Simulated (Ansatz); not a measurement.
## CdF2: moving Cd off its site

CdF2, Fm-3m, a = 5.388 Å (as given, not relaxed at this level: 5.5 GPa). Ansatz: PBE, PAW, 420 eV, Γ-centred 8×8×8 mesh on 3 atoms, Gaussian smearing 0.05 eV; no spin polarisation.

```yaml
crystal:
  lattice:
    - [0.00000, 2.69400, 2.69400]
    - [2.69400, 0.00000, 2.69400]
    - [2.69400, 2.69400, 0.00000]
  atoms:
    - { symbol: Cd, position: [0.00000, 0.00000, 0.00000] }
    - { symbol: F, position: [0.25000, 0.25000, 0.25000] }
    - { symbol: F, position: [0.75000, 0.75000, 0.75000] }
```

Atom 1 (Cd) moves by x along the unit vector (0.577, 0.577, 0.577), with its periodic images; all else is held. y is the free energy of the cell over the start, F the force along the path summed over the moved atoms. Symmetry makes y even in x.

```tsv
x (Å)	y (meV)	F (eV/Å)
-0.3000	294.9	2.36
-0.1500	63.2	0.89
0.0000	0.0	0.00
0.0375	3.8	-0.20
0.0750	15.2	-0.41
0.1125	34.7	-0.64
0.1875	101.7	-1.17
0.2250	151.8	-1.51
0.2625	?	?
```

Task: Fit y = c2 x² + c4 x⁴ to the energies of the other rows, give the force constant, and predict energy and force of the missing row.

Result: Least squares on the rows shown. y = 2647.3 x² + 6988.9 x⁴. The force constant is 2 c2 = 5.29 eV/Å², for the cell as given, at 5.5 GPa (for all images moving together, not for a lone atom). The force −dy/dx at the missing row is -1.90 eV/Å (computed -1.90). At x = 0.2625 the fit asked for gives 215.6 meV. The run gave 215.4 meV, so the fit is 0.2 meV too high, a small miss on the scale of the series.